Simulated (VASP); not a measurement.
# PtS2 (P-3m1) in VASP: notebook, part 2 of 2

VASP 6.6.1. The steps go on from the part before.

## 4. Relaxation of cell and atoms, r2SCAN

This run uses another cell than the first one, of 18.26 Å³/atom, 1.005 times its volume.

INCAR

```
PREC = Accurate ; ENCUT = 600
EDIFF = 1E-6 ; ISMEAR = 0
SIGMA = 0.03 ; LREAL = F
LASPH = T ; NELM = 80
ALGO = Normal ; ISIF = 3
LWAVE = F ; LCHARG = F
METAGGA = R2SCAN ; LMIXTAU = T
IBRION = 2 ; NSW = 90
EDIFFG = -0.01 ; KPAR = 2
```

KPOINTS

```
Automatic mesh
0
Gamma
  9 9 5
```

POSCAR

```
PtS2
1.0
    3.5432000000      0.0000000000      0.0000000000
   -1.7716000000      3.0685012107      0.0000000000
    0.0000000000      0.0000000000      5.0388000000
Pt S
1 2
Direct
    0.0000000000      0.0000000000      0.0000000000
    0.3333333333      0.6666666667      0.2270000000
    0.6666666667      0.3333333333      0.7730000000
```

Run with:

```console
> cat potpaw_PBE.64/Pt/POTCAR potpaw_PBE.64/S/POTCAR > POTCAR
> mpirun -np 2 vasp_std > vasp.out
```

Run time: 9.8 min. Hardware: 2 MPI ranks of Intel Xeon 6975P-C (Granite Rapids), shared host; peak memory 0.22 GiB.

Results (log left out):

| Property | Result |
| --- | --- |
| Free energy | -68.8719 eV |
| Relaxed volume | 20.34 Å³/atom |
| Relaxed cell | a = 3.550 Å, b = 3.550 Å, c = 5.591 Å, α = 90.00°, β = 90.00°, γ = 120.00° |
| Space group after relaxing (to 0.05 Å) | P-3m1 (No. 164) |
| Energy gained by relaxing | 43.8 meV/atom |
| Ionic steps | 21 |
| Pressure after relaxing | 0.0 GPa |
| Largest force after relaxing | 0.006 eV/Å |
| Band gap on the k mesh | 1.41 eV, indirect (least direct gap 1.48 eV) |

Forces on the atoms (eV/Å):
```
Pt   0.000  0.000  0.000
S    0.000  0.000  0.006
S    0.000  0.000 -0.006
```

Step by step:
| step | energy change (eV) | largest force (eV/Å) | pressure (GPa) | volume (Å³) |
| --- | --- | --- | --- | --- |
| 1 | 0.0000 | 1.2110 | 9.26 | 54.78 |
| 2 | 0.2093 | 1.2900 | -12.63 | 63.58 |
| 3 | -0.1037 | 0.1365 | -0.71 | 57.75 |
| 4 | -0.1039 | 0.1688 | -0.42 | 57.65 |
| 5 | -0.1167 | 0.0341 | -0.18 | 57.55 |
| 6 | -0.1208 | 0.0915 | 0.04 | 57.45 |
| 7 | -0.1209 | 0.0976 | 0.06 | 57.45 |
| 8 | -0.1219 | 0.0569 | 0.37 | 57.51 |
| 9 | -0.1231 | 0.0266 | 1.03 | 57.62 |
| 10 | -0.1234 | 0.0248 | 0.98 | 57.67 |
| 11 | -0.1243 | 0.0185 | 0.87 | 57.84 |
| 12 | -0.1258 | 0.0070 | 0.63 | 58.17 |
| 13 | -0.1282 | 0.0155 | 0.18 | 58.83 |
| 14 | -0.1300 | 0.0593 | -0.59 | 60.17 |
| 15 | -0.1309 | 0.0213 | -0.32 | 60.45 |
| 16 | -0.1312 | 0.0076 | -0.10 | 60.66 |
| 17 | -0.1310 | 0.0676 | 0.34 | 61.09 |
| 18 | -0.1313 | 0.0258 | 0.05 | 60.79 |
| 19 | -0.1313 | 0.0298 | 0.06 | 60.82 |
| 20 | -0.1313 | 0.0201 | 0.02 | 60.90 |
| 21 | -0.1313 | 0.0058 | -0.04 | 61.02 |

Final structure:
```cif
data_structure
_symmetry_space_group_name_H-M 'P 1'
_symmetry_Int_Tables_number 1
_cell_length_a 3.5498
_cell_length_b 3.5498
_cell_length_c 5.5914
_cell_angle_alpha 90.000
_cell_angle_beta 90.000
_cell_angle_gamma 120.000
_cell_volume 61.02
loop_
_atom_site_label
_atom_site_type_symbol
_atom_site_fract_x
_atom_site_fract_y
_atom_site_fract_z
_atom_site_occupancy
Pt1 Pt 0.00000 0.00000 0.00000 1
S1 S 0.33333 0.66667 0.22028 1
S2 S 0.66667 0.33333 0.77972 1
```

Levels at points of the mesh, in eV from the valence-band top:
| k point | band 8 | band 9 | band 10 | band 11 | band 12 | band 13 | band 14 | band 15 |
| --- | --- | --- | --- | --- | --- | --- | --- | --- |
| (0.00, 0.00, 0.00) | -1.60 | -0.68 | -0.68 | -0.15 | 2.88 | 2.88 | 5.98 | 6.13 |

Caveat: the PAW data sets were made with another functional, which shifts forces and pressure a little; spin-orbit coupling is left out, which moves the levels of the heavy elements; an odd mesh through Γ misses points on the zone boundary, where band edges often lie; the volume moved by +11 % from the deposited cell, more than functionals usually miss. Zero-point motion and thermal expansion aren't in these numbers.

## 5. Relaxation of cell and atoms, r2SCAN

This run uses another cell than the first one, of 20.34 Å³/atom, 1.120 times its volume.

INCAR

```
PREC = Accurate ; ENCUT = 600
EDIFF = 1E-7 ; ISMEAR = 0
SIGMA = 0.03 ; LREAL = F
LASPH = T ; NELM = 80
ALGO = Normal ; ISIF = 3
LWAVE = F ; LCHARG = F
METAGGA = R2SCAN ; LMIXTAU = T
IBRION = 2 ; NSW = 90
EDIFFG = -0.005 ; KPAR = 2
```

KPOINTS is that of step 4.

POSCAR

```
PtS2                                    
1.0
    3.5497779053      0.0000000000      0.0000000000
   -1.7748889526      3.0741978438     -0.0000000000
    0.0000000000      0.0000000000      5.5914460133
  Pt              S             
     1     2
Direct
     0.0000000000000000    0.0000000000000000    1.0000000000000000
     0.3333333332999970    0.6666666667000030    0.2202751925151252
     0.6666666667000030    0.3333333332999970    0.7797248074848749
```

Run with:

```console
> cat potpaw_PBE.64/Pt/POTCAR potpaw_PBE.64/S/POTCAR > POTCAR
> mpirun -np 2 vasp_std > vasp.out
```

Wall time 1.8 min (2 MPI ranks of Intel Xeon 6975P-C (Granite Rapids), shared host); peak memory 0.22 GiB.

Results (log left out):

```yaml
Free_energy: -68.8737 eV
Relaxed_volume: 20.33 Å³/atom
Relaxed_cell: a = 3.548 Å, b = 3.548 Å, c = 5.594 Å, α = 90.00°, β = 90.00°, γ = 120.00°
Space_group_after_relaxing_to_0.05_Å: P-3m1 (No. 164)
Energy_gained_by_relaxing: 0.0 meV/atom
Ionic_steps: 4
Pressure_after_relaxing: 0.0 GPa
Band_gap_on_the_k_mesh: 1.41 eV, indirect (least direct gap 1.48 eV)
```

Final structure:
```
Pt S
1.0
     3.54843    0.00000    0.00000
    -1.77422    3.07303    0.00000
     0.00000    0.00000    5.59380
Pt S
1 2
Direct
  0.00000 0.00000 0.00000
  0.33333 0.66667 0.22035
  0.66667 0.33333 0.77965
```

Levels at points of the mesh, in eV from the valence-band top:
```csv
k point,band 8,band 9,band 10,band 11,band 12,band 13,band 14,band 15
"(0.00, 0.00, 0.00)",-1.60,-0.68,-0.68,-0.15,2.89,2.89,5.99,6.14
```

Caveat: the PAW data sets were made with another functional, which shifts forces and pressure a little; spin-orbit coupling is left out, which moves the levels of the heavy elements; an odd mesh through Γ misses points on the zone boundary, where band edges often lie. r2SCAN opens gaps a little over a GGA but as a rule still falls short of measured ones.

## 6. Overview

| level | gap on the mesh (eV) | pressure (GPa) | relaxed volume (Å³/atom) |
| --- | --- | --- | --- |
| rev-vdW-DF2 | 0.39 | 0.0 | 18.16 |
| PBE+D3(BJ) | 0.17 | 0.0 | 17.30 |
| r2SCAN | 1.41 | 0.0 | 20.33 |

Alike in all rows: task relaxation of cell and atoms; potentials or basis VASP PAW PBE potentials, release 64 (Pt, S); no spin polarisation; cell relaxed; k mesh 9 × 9 × 5; cutoff (eV) 600; smearing gaussian 0.03 eV.

Caveats: spin-orbit coupling is left out, which moves the levels of the heavy elements; an odd mesh through Γ misses points on the zone boundary, where band edges often lie; the PAW data sets were made with another functional, which shifts forces and pressure a little (some runs).

Absolute energies hang on the potentials; compare differences alone.
